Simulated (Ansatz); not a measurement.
**Charge transition levels of the S vacancy in ZnS, term by term**

Method: Ansatz 0.2.0, DFT PBE, scalar-relativistic, plane waves, PAW. Settings: 420 eV cutoff, 2×2×2 k-mesh, shifted by half a step, Gaussian smearing of 0.01 eV, collinear spin in charge +1 alone.

Host crystal, relaxed:

```
Zn S
1.0
     3.84407    0.00000    0.00000
    -1.92203    3.32906    0.00000
     0.00000    0.00000    6.30464
Zn S
2 2
Direct
  0.33333 0.66667 0.00027
  0.66667 0.33333 0.50027
  0.33333 0.66667 0.37473
  0.66667 0.33333 0.87473
```

The S vacancy was set at (0.333, 0.667, 0.375) of the host cell, in a supercell of 48 sites (968 Å³), relaxed at fixed cell in each charge q. In charges +2, 0 some atom moved by up to 0.6 Å, so the relaxed defect can differ in kind from the start: near the site, 4 Zn at 2.36 Å became 3 Zn at 2.93 Å, 1 Zn at 2.98 Å (charge +2); 3 Zn at 1.88 Å, 1 Zn at 2.92 Å (charge 0). The host's Kohn–Sham gap is 2.08 eV and its static dielectric constant 9.2 (mean). For each charge: the supercell's free energy over the neutral one with q electrons exchanged at the valence band top, F(q) − F(0) + qE_v; the image-charge term; and the term that aligns the potential far from the defect with the host's.

| q | F(q) − F(0) + qE_v (eV) | image charge (eV) | alignment (eV) |
| --- | --- | --- | --- |
| +2 | -2.493 | 0.899 | -0.617 |
| +1 | -0.647 | 0.225 | -0.265 |
| 0 | 0.000 | 0.000 | 0.000 |

**Question.** Add the terms and find the levels between neighbouring charges, ε(q/q′) = [A(q′) − A(q)]/(q − q′), with and without the two corrections.

**Answer.** A(q): -2.212 eV for +2, -0.687 eV for +1, 0.000 eV for 0.
| level | corrected (eV over E_v) | uncorrected (eV) |
| --- | --- | --- |
| (+2/+1) | 1.52 | 1.85 |
| (+1/0) | 0.69 | 0.65 |

As a check, a point charge in a simple cubic cell of this volume has q²αe²/(2εL) = 0.224 q² eV (e² = 14.40 eV Å, α = 2.837, L = 9.89 Å); the shape of the real cell and the anisotropy of ε can change it somewhat. The term grows as q², so it pushes donor levels down and acceptor levels up.

**Question.** Which of these charges is lowest with the Fermi level at the valence band top, at mid-gap and at the conduction band bottom?

**Answer.** The line A(q) + qE_F that lies lowest gives the charge: +2 at E_F = 0.00 eV, +2 at E_F = 1.04 eV, 0 at E_F = 2.08 eV. The level (+2/+1) lies above (+1/0), so charge +1 is never the lowest: a negative-U pattern, with a direct (+2/0) level at 1.11 eV. Charges beyond those computed could lie lower near the band edges.

**Question.** The neutral defect forms at 3.54 eV with atoms taken from and returned to the elements. What are the formation energies at those three Fermi levels, and what share of sites would hold the defect at 1200 K with E_F at mid-gap, if the host still stood at that temperature?

**Answer.** E_f = E_f(0) + A(q) + qE_F = 1.33, 3.41, 3.54 eV. In the dilute limit the share is exp(−E_f/k_BT) = exp(−3.411/0.1034) = 4.7×10⁻¹⁵, leaving out degeneracy and vibrational entropy. This is the S-rich limit; a poorer supply of S lowers E_f, in a binary host by up to its heat of formation per S atom. The small cell and the narrow Kohn–Sham gap leave errors of tenths of an eV or more, which change the share by orders of magnitude.

Cost: 4 runs of about 71 core-minutes in all, on Intel Xeon Platinum 8259CL (Skylake/Cascade Lake) (shared hosts).

The sulfur vacancy acts as a deep double donor: its (+2/0) level at 1.11 eV lies near the middle of the computed gap, so it should compensate holes in p-type material rather than supply free electrons. The negative-U order survives with or without the corrections, and most likely stems from the lattice. In the neutral vacancy, two electrons can occupy a bonding combination of Zn 4s-derived dangling orbitals, which fits the three Zn drawn in to 1.88 Å from the site while the fourth moves away. Once that state is emptied, the cations lose this bonding and repel each other, and all four relax outward towards their remaining S neighbours. The relaxation energy gained by pairing or removing both electrons then outweighs their Coulomb repulsion. The size of the effect is less certain than its sign, since large displacements are reported only for the neutral and doubly charged states; a distorted +1 geometry of lower energy, if one exists, would bring the two single-electron levels closer together.
